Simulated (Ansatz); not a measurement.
# Mg2BBrN2 (C2/c): the host for defect calculations, part 3 of 4

Aim: the runs on the perfect crystal Mg2BBrN2 (C2/c) that a defect calculation needs first.

Ansatz 0.2.0; plane-wave PAW DFT, PBEsol; relaxation of the host's cell and atoms (the session's first sound run).

So far. Step 3 (Dielectric tensors of the host): The principal values of the electronic dielectric tensor are 3.45, 3.71 and 4.27. The principal values of the static dielectric tensor are 8.38, 8.91 and 12.45.

**6. Defect free supercell relaxed from its symmetric sites**

This cell, the one that will hold the defects, is built from the relaxed host. Its coarser k-points can move the atoms a little, so it is relaxed from the symmetric sites, as the reference for the test of stability.

This step: plane-wave PAW DFT, PBEsol; relaxation of the defect-free supercell from its symmetric sites (Ansatz 0.2.0).

pristine.symmetric/input.yaml reads:

```yaml
crystal:
  lattice:
    - [-2.1658913119, 6.607974407, 6.0851575037]
    - [6.9805135834, 0.0, 6.1075588169]
    - [9.1464048953, 6.607974407, 0.0224013132]
  atoms:
    - { symbol: Mg, position: [0.0903662107, 0.7438447482, 0.0129991751] }
    - { symbol: Mg, position: [0.0903662107, 0.7438447482, 0.5129991751] }
    - { symbol: Mg, position: [0.5903662107, 0.2438447482, 0.0129991751] }
    - { symbol: Mg, position: [0.5903662107, 0.2438447482, 0.5129991751] }
    - { symbol: Mg, position: [0.2629991751, 0.4027898659, 0.3403662107] }
    - { symbol: Mg, position: [0.2629991751, 0.4027898659, 0.8403662107] }
    - { symbol: Mg, position: [0.7629991751, 0.9027898659, 0.3403662107] }
    - { symbol: Mg, position: [0.7629991751, 0.9027898659, 0.8403662107] }
    - { symbol: Mg, position: [0.4096337893, 0.7561552518, 0.4870008249] }
    - { symbol: Mg, position: [0.4096337893, 0.7561552518, 0.9870008249] }
    - { symbol: Mg, position: [0.9096337893, 0.2561552518, 0.4870008249] }
    - { symbol: Mg, position: [0.9096337893, 0.2561552518, 0.9870008249] }
    - { symbol: Mg, position: [0.2370008249, 0.0972101341, 0.1596337893] }
    - { symbol: Mg, position: [0.2370008249, 0.0972101341, 0.6596337893] }
    - { symbol: Mg, position: [0.7370008249, 0.5972101341, 0.1596337893] }
    - { symbol: Mg, position: [0.7370008249, 0.5972101341, 0.6596337893] }
    - { symbol: B, position: [0.1810842047, 0.0689157953, 0.4310842047] }
    - { symbol: B, position: [0.1810842047, 0.0689157953, 0.9310842047] }
    - { symbol: B, position: [0.6810842047, 0.5689157953, 0.4310842047] }
    - { symbol: B, position: [0.6810842047, 0.5689157953, 0.9310842047] }
    - { symbol: B, position: [0.3189157953, 0.4310842047, 0.0689157953] }
    - { symbol: B, position: [0.3189157953, 0.4310842047, 0.5689157953] }
    - { symbol: B, position: [0.8189157953, 0.9310842047, 0.0689157953] }
    - { symbol: B, position: [0.8189157953, 0.9310842047, 0.5689157953] }
    - { symbol: Br, position: [0.4411259008, 0.8088740992, 0.1911259008] }
    - { symbol: Br, position: [0.4411259008, 0.8088740992, 0.6911259008] }
    - { symbol: Br, position: [0.9411259008, 0.3088740992, 0.1911259008] }
    - { symbol: Br, position: [0.9411259008, 0.3088740992, 0.6911259008] }
    - { symbol: Br, position: [0.0588740992, 0.6911259008, 0.3088740992] }
    - { symbol: Br, position: [0.0588740992, 0.6911259008, 0.8088740992] }
    - { symbol: Br, position: [0.5588740992, 0.1911259008, 0.3088740992] }
    - { symbol: Br, position: [0.5588740992, 0.1911259008, 0.8088740992] }
    - { symbol: "N", position: [0.2225749274, 0.9548747451, 0.3895790129] }
    - { symbol: "N", position: [0.2225749274, 0.9548747451, 0.8895790129] }
    - { symbol: "N", position: [0.7225749274, 0.4548747451, 0.3895790129] }
    - { symbol: "N", position: [0.7225749274, 0.4548747451, 0.8895790129] }
    - { symbol: "N", position: [0.1395790129, 0.1829713145, 0.4725749274] }
    - { symbol: "N", position: [0.1395790129, 0.1829713145, 0.9725749274] }
    - { symbol: "N", position: [0.6395790129, 0.6829713145, 0.4725749274] }
    - { symbol: "N", position: [0.6395790129, 0.6829713145, 0.9725749274] }
    - { symbol: "N", position: [0.2774250726, 0.5451252549, 0.1104209871] }
    - { symbol: "N", position: [0.2774250726, 0.5451252549, 0.6104209871] }
    - { symbol: "N", position: [0.7774250726, 0.0451252549, 0.1104209871] }
    - { symbol: "N", position: [0.7774250726, 0.0451252549, 0.6104209871] }
    - { symbol: "N", position: [0.3604209871, 0.3170286855, 0.0274250726] }
    - { symbol: "N", position: [0.3604209871, 0.3170286855, 0.5274250726] }
    - { symbol: "N", position: [0.8604209871, 0.8170286855, 0.0274250726] }
    - { symbol: "N", position: [0.8604209871, 0.8170286855, 0.5274250726] }
basis:
  ecutwfc: 420
  xc_grid: 2
hamiltonian:
  xc: pbesol
kpoints:
  mp_grid: { grid: [1, 1, 1] }
scf:
  occupations: { method: fermi_dirac, width: 0.01 }
  max_iter: 80
output:
  forces: true
relax:
  f_tol: 0.01
  max_steps: 60
  escape_saddle: false
checkpoint:
  write: "../pristine.symmetric.run"
  compress: false
  write_wavefunctions: false
  write_every: 100000
```

Run with:

```console
> ansatz run input.yaml --threads 8 --pin off --max-ram 13189MiB --backend cpu --events-out ev --progress --plain --runs-dir out
```

Numbers of over 12 decimals in the logs are rounded to 6 here.

The log of the run:

```text
[...]
Crystal: 48 atoms, lattice volume = 736.205 Å³
Basis set: ecut = 420 eV, 14403 PW (Γ), exchange–correlation on 128×128×160 points (8 copies of the dense FFT grid, shifted against one another)
Bands: 208, of which v1, the nominal top of the filled ones, is band 160 counted from 1 (159 counted from 0)
Symmetry: 16 space group operations
[...]
k-points: 1
[...]
SCF iter   1: F=—  HF=-59814.426503 eV  |F-HF|=—  |Δ(HF+E_count)|=         —  Δρ=7.89e-3  dr2=5.25e-1  ethr=1.77e-3  ⟨swp⟩=8.0  Hψ=1053  notcnv=0
[...]
SCF iter   6: F=-59814.280801 eV  HF=-59814.280801 eV  |F-HF|=2.54e-7  |Δ(HF+E_count)|=   3.90e-6  Δρ=1.01e-5  dr2=8.16e-7  ethr=7.81e-10  ⟨swp⟩=5.0  Hψ=696  notcnv=0
SCF 1 converged in 6 iterations: F = -59814.280801 eV  dr2 = 8.16e-7
[...]
relax step   1: F+E_penalty+E_count = -59814.28080108 eV  Δ(F+E_penalty+E_count) = +0.000e0 eV  max|allowed force component| = 4.156e-2 eV/Å  Δτ_max = 0.0000 Å  (6 SCF iters, dr2 threshold 2.50e-6 eV, accepted)
[...]
relax step   2: F+E_penalty+E_count = -59814.28280633 eV  Δ(F+E_penalty+E_count) = -2.005e-3 eV  max|allowed force component| = 2.619e-2 eV/Å  Δτ_max = 0.0043 Å  (5 SCF iters, dr2 threshold 1.08e-7 eV, accepted)
SCF iter   1: F=—  HF=-59814.285472 eV  |F-HF|=—  |Δ(HF+E_count)|=         —  Δρ=9.50e-4  dr2=4.53e-3  ethr=1.36e-5  ⟨swp⟩=5.0  Hψ=372  notcnv=0  defer=39
[...]
SCF iter   6: F=-59814.284090 eV  HF=-59814.284090 eV  |F-HF|=3.30e-8  |Δ(HF+E_count)|=   5.59e-8  Δρ=2.48e-6  dr2=4.29e-8  ethr=3.13e-11  ⟨swp⟩=4.0  Hψ=626  notcnv=0
SCF 3 converged in 6 iterations: F = -59814.284090 eV  dr2 = 4.29e-8
relax step   3: F+E_penalty+E_count = -59814.28408971 eV  Δ(F+E_penalty+E_count) = -1.283e-3 eV  max|allowed force component| = 8.472e-3 eV/Å  Δτ_max = 0.0076 Å  (6 SCF iters, accepted)
SCF converged after 6 iterations
Free energy (F): -59814.284090 eV
[...]
Internal energy: -59814.284090 eV  (E = F + TS)
E sigma→0 (E₀):  -59814.284090 eV
Fermi energy:    5.856022 eV
[...]
--- Forces (eV/Å), atoms counted from 1 ---
  atom   1  Mg     0.00106507     0.00058098    -0.00132829
  atom   2  Mg     0.00106507     0.00058098    -0.00132829
  atom   3  Mg     0.00106507     0.00058098    -0.00132829
  atom   4  Mg     0.00106507     0.00058098    -0.00132829
  atom   5  Mg    -0.00106507     0.00058098     0.00132829
  atom   6  Mg    -0.00106507     0.00058098     0.00132829
  atom   7  Mg    -0.00106507     0.00058098     0.00132829
  atom   8  Mg    -0.00106507     0.00058098     0.00132829
  atom   9  Mg    -0.00106507    -0.00058098     0.00132829
  atom  10  Mg    -0.00106507    -0.00058098     0.00132829
  atom  11  Mg    -0.00106507    -0.00058098     0.00132829
  atom  12  Mg    -0.00106507    -0.00058098     0.00132829
  atom  13  Mg     0.00106507    -0.00058098    -0.00132829
  atom  14  Mg     0.00106507    -0.00058098    -0.00132829
  atom  15  Mg     0.00106507    -0.00058098    -0.00132829
  atom  16  Mg     0.00106507    -0.00058098    -0.00132829
  atom  17  B      0.00000000     0.00606476    -0.00000000
  atom  18  B      0.00000000     0.00606476    -0.00000000
  atom  19  B      0.00000000     0.00606476    -0.00000000
  atom  20  B      0.00000000     0.00606476    -0.00000000
  atom  21  B     -0.00000000    -0.00606476     0.00000000
  atom  22  B     -0.00000000    -0.00606476     0.00000000
  atom  23  B     -0.00000000    -0.00606476     0.00000000
  atom  24  B     -0.00000000    -0.00606476     0.00000000
  atom  25  Br    -0.00000000    -0.00194412     0.00000000
  atom  26  Br    -0.00000000    -0.00194412     0.00000000
  atom  27  Br    -0.00000000    -0.00194412     0.00000000
  atom  28  Br    -0.00000000    -0.00194412     0.00000000
  atom  29  Br     0.00000000     0.00194412    -0.00000000
  atom  30  Br     0.00000000     0.00194412    -0.00000000
  atom  31  Br     0.00000000     0.00194412    -0.00000000
  atom  32  Br     0.00000000     0.00194412    -0.00000000
  atom  33  N     -0.00847198    -0.00567738    -0.00063450
  atom  34  N     -0.00847198    -0.00567738    -0.00063450
  atom  35  N     -0.00847198    -0.00567738    -0.00063450
  atom  36  N     -0.00847198    -0.00567738    -0.00063450
  atom  37  N      0.00847198    -0.00567738     0.00063450
  atom  38  N      0.00847198    -0.00567738     0.00063450
  atom  39  N      0.00847198    -0.00567738     0.00063450
  atom  40  N      0.00847198    -0.00567738     0.00063450
  atom  41  N      0.00847198     0.00567738     0.00063450
  atom  42  N      0.00847198     0.00567738     0.00063450
  atom  43  N      0.00847198     0.00567738     0.00063450
  atom  44  N      0.00847198     0.00567738     0.00063450
  atom  45  N     -0.00847198     0.00567738    -0.00063450
  atom  46  N     -0.00847198     0.00567738    -0.00063450
  atom  47  N     -0.00847198     0.00567738    -0.00063450
  atom  48  N     -0.00847198     0.00567738    -0.00063450
  max |Σ_I F_I| component: 6.94e-18 eV/Å
--- Relaxed structure (3 steps of the walk, 3 accepted, 0 SCFs on fresh bases) ---
  F+E_penalty+E_count = -59814.28408971 eV   max|allowed force component| = 8.472e-3 eV/Å
  atoms:
    - { symbol: Mg, position: [0.090202, 0.744844, 0.012144] }
    - { symbol: Mg, position: [0.090202, 0.744844, 0.512144] }
    - { symbol: Mg, position: [0.590202, 0.244844, 0.012144] }
    - { symbol: Mg, position: [0.590202, 0.244844, 0.512144] }
    - { symbol: Mg, position: [0.262144, 0.402809, 0.340202] }
    - { symbol: Mg, position: [0.262144, 0.402809, 0.840202] }
    - { symbol: Mg, position: [0.762144, 0.902809, 0.340202] }
    - { symbol: Mg, position: [0.762144, 0.902809, 0.840202] }
    - { symbol: Mg, position: [0.409798, 0.755156, 0.487856] }
    - { symbol: Mg, position: [0.409798, 0.755156, 0.987856] }
    - { symbol: Mg, position: [0.909798, 0.255156, 0.487856] }
    - { symbol: Mg, position: [0.909798, 0.255156, 0.987856] }
    - { symbol: Mg, position: [0.237856, 0.097191, 0.159798] }
    - { symbol: Mg, position: [0.237856, 0.097191, 0.659798] }
    - { symbol: Mg, position: [0.737856, 0.597191, 0.159798] }
    - { symbol: Mg, position: [0.737856, 0.597191, 0.659798] }
    - { symbol: B, position: [0.181881, 0.068119, 0.431881] }
    - { symbol: B, position: [0.181881, 0.068119, 0.931881] }
    - { symbol: B, position: [0.681881, 0.568119, 0.431881] }
    - { symbol: B, position: [0.681881, 0.568119, 0.931881] }
    - { symbol: B, position: [0.318119, 0.431881, 0.068119] }
    - { symbol: B, position: [0.318119, 0.431881, 0.568119] }
    - { symbol: B, position: [0.818119, 0.931881, 0.068119] }
    - { symbol: B, position: [0.818119, 0.931881, 0.568119] }
    - { symbol: Br, position: [0.441318, 0.808682, 0.191318] }
    - { symbol: Br, position: [0.441318, 0.808682, 0.691318] }
    - { symbol: Br, position: [0.941318, 0.308682, 0.191318] }
    - { symbol: Br, position: [0.941318, 0.308682, 0.691318] }
    - { symbol: Br, position: [0.058682, 0.691318, 0.308682] }
    - { symbol: Br, position: [0.058682, 0.691318, 0.808682] }
    - { symbol: Br, position: [0.558682, 0.191318, 0.308682] }
    - { symbol: Br, position: [0.558682, 0.191318, 0.808682] }
    - { symbol: N, position: [0.223837, 0.954992, 0.389533] }
    - { symbol: N, position: [0.223837, 0.954992, 0.889533] }
    - { symbol: N, position: [0.723837, 0.454992, 0.389533] }
    - { symbol: N, position: [0.723837, 0.454992, 0.889533] }
    - { symbol: N, position: [0.139533, 0.181639, 0.473837] }
    - { symbol: N, position: [0.139533, 0.181639, 0.973837] }
    - { symbol: N, position: [0.639533, 0.681639, 0.473837] }
    - { symbol: N, position: [0.639533, 0.681639, 0.973837] }
    - { symbol: N, position: [0.276163, 0.545008, 0.110467] }
    - { symbol: N, position: [0.276163, 0.545008, 0.610467] }
    - { symbol: N, position: [0.776163, 0.045008, 0.110467] }
    - { symbol: N, position: [0.776163, 0.045008, 0.610467] }
    - { symbol: N, position: [0.360467, 0.318361, 0.026163] }
    - { symbol: N, position: [0.360467, 0.318361, 0.526163] }
    - { symbol: N, position: [0.860467, 0.818361, 0.026163] }
    - { symbol: N, position: [0.860467, 0.818361, 0.526163] }
```

It took 4.4 s on 8 threads of Arm Neoverse V2, shared host; peak memory 0.86 GiB.

The steps of the relaxation:

```csv
step,energy less that of the first step (eV),largest force component (eV/Å)
1,0.0000,0.0416
2,-0.0020,0.0262
3,-0.0033,0.0085
```

The run keeps the 16 symmetry operations that it works with, so distortions that break them were not tested.

The atoms that moved most (Å):

```csv
atom,dx,dy,dz,length
N36,-0.002,0.008,0.008,0.012
N43,0.002,-0.008,-0.008,0.012
N44,0.002,-0.008,-0.008,0.012
N41,0.002,-0.008,-0.008,0.012
N42,0.002,-0.008,-0.008,0.012
N35,-0.002,0.008,0.008,0.012
N33,-0.002,0.008,0.008,0.012
N34,-0.002,0.008,0.008,0.012
```

First to last step the energy falls by 0.003 eV; the largest move, 0.012 Å, is that of N36 and 15 other atoms alike.

(Continued in part 4 of 4.)

[Logs are printed without paths, hosts, clocks, repeated set-up lines and the standing remarks that a program may print on its own settings, such as how far it seeks lower states.]

[Hosts, paths, dates, database ids (printed as entryN), source tags and the programs' standing remarks are cut or masked in the printed files.]

[Runs of the host that timed out are not shown.]

[For some hosts the program warned that the k-mesh of the response run may be too coarse for force constants and the static dielectric constant; such warnings are not always shown.]
